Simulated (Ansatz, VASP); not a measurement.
# C: VASP beside Ansatz

```
C
1.0
     1.65664    0.00000    0.00000
    -0.82832    1.43469    0.00000
     0.00000    0.00000    8.94757
C
2
Direct
  0.33333 0.66667 0.25000
  0.66667 0.33333 0.75000
```

Alike in both runs: task single point; functional revPBE; k mesh 23 × 23 × 4; occupations fermi-dirac, width 0.1 eV; no spin polarisation.

```csv
,VASP,Ansatz
version,VASP 6.6.1,Ansatz 0.2.0
potentials or method,"VASP PAW PBE potentials, release 64 (C)","plane waves (420 eV) with PAW, scalar-relativistic"
plane-wave cutoff (eV),520,420
valence electrons in the cell,8,8
```

|  | VASP | Ansatz | Ansatz less VASP |
| --- | --- | --- | --- |
| pressure (GPa) | 17.3 | 17.5 | +0.21 |
| largest component of the traceless stress (GPa) | 17.03 | 17.15 | +0.119 |

Caveats: so large a pressure means that the cell lies far from this level's equilibrium, or that cutoff or potentials fall short (VASP); the potentials were made for another functional, which shifts forces and pressure (VASP); this functional lacks dispersion, which binds the layers, so the pressure and a relaxed spacing across them are unreliable.
